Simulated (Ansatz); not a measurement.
What does this script print? It uses Ansatz 0.2.0 through its Python package.

Script `run_kconv.py`:
```python
"""k-point test for TiO2."""

import ansatz as az
import numpy as np
import pandas as pd

SETTINGS = {
    "xc": "PBEsol",
    "filling": "fixed",
}

vectors = np.array([
    [1.497331, 0.864485, 6.981544],
    [-1.497331, 0.864485, 6.981544],
    [0.0, -1.728969, 6.981544],
])
tio2 = (
    az.Lattice.of(vectors)
    .atom("Ti", (0.0, 0.0, 0.0))
    .atom("O", (0.620467, 0.620467, 0.620467))
    .atom("O", (0.379533, 0.379533, 0.379533))
)

calculation = tio2.calculation().functional(SETTINGS["xc"]).occupations(SETTINGS["filling"])

rows = []
for value in [0.9, 0.7, 0.55, 0.45, 0.35]:
    r = calculation.kpoints(spacing=value).run().report
    rows.append((value, r["free_energy_ev"] / len(r["lattice"]["sites"]), r["n_iterations"], r["n_kpoints"]))

table = pd.DataFrame(rows, columns=["spacing (1/A)", "F/atom (eV)", "iterations", "k-points"])
print(table.round(5).to_string(index=False))

# the last row is the reference
for row in rows[:-1]:
    shift = 1000 * (row[1] - rows[-1][1])
    print(f"{row[0]}: {shift:+.2f} meV/atom" + ("  (within 1 meV)" if abs(shift) < 1 else ""))
```

```console
$ python run_kconv.py
DeckWarning: basis.ecutwfc = 420 eV, auto-derived from the records' recommended cutoffs: set by Ti (normal level)
 spacing (1/A)  F/atom (eV)  iterations  k-points
          0.90  -1199.77411           7         6
          0.70  -1199.78796           7        13
          0.55  -1199.79484           7        19
          0.45  -1199.79587           7        32
          0.35  -1199.79616           7        44
0.9: +22.05 meV/atom
0.7: +8.20 meV/atom
0.55: +1.31 meV/atom
0.45: +0.29 meV/atom  (within 1 meV)
```
(Warnings from the package without file and line.)

From a spacing of 0.45 (6×6×6) on it stays within 1 meV an atom of the value at a spacing of 0.35 (7×7×7); the first row (a spacing of 0.9 (3×3×3)) is off by 22.0 meV and the last but one by 0.29 meV.

Notes:
- No spin polarisation was allowed.
- This cell is a computed structure, which may not be the phase found in nature.
- Shifts are counted from the finest mesh, which is itself no proven limit.
- Wall time of the script: 5.2 s on 1 thread of Intel(R) Xeon(R) Processor @ 2.30GHz (shared host), peak memory 0.55 GiB.
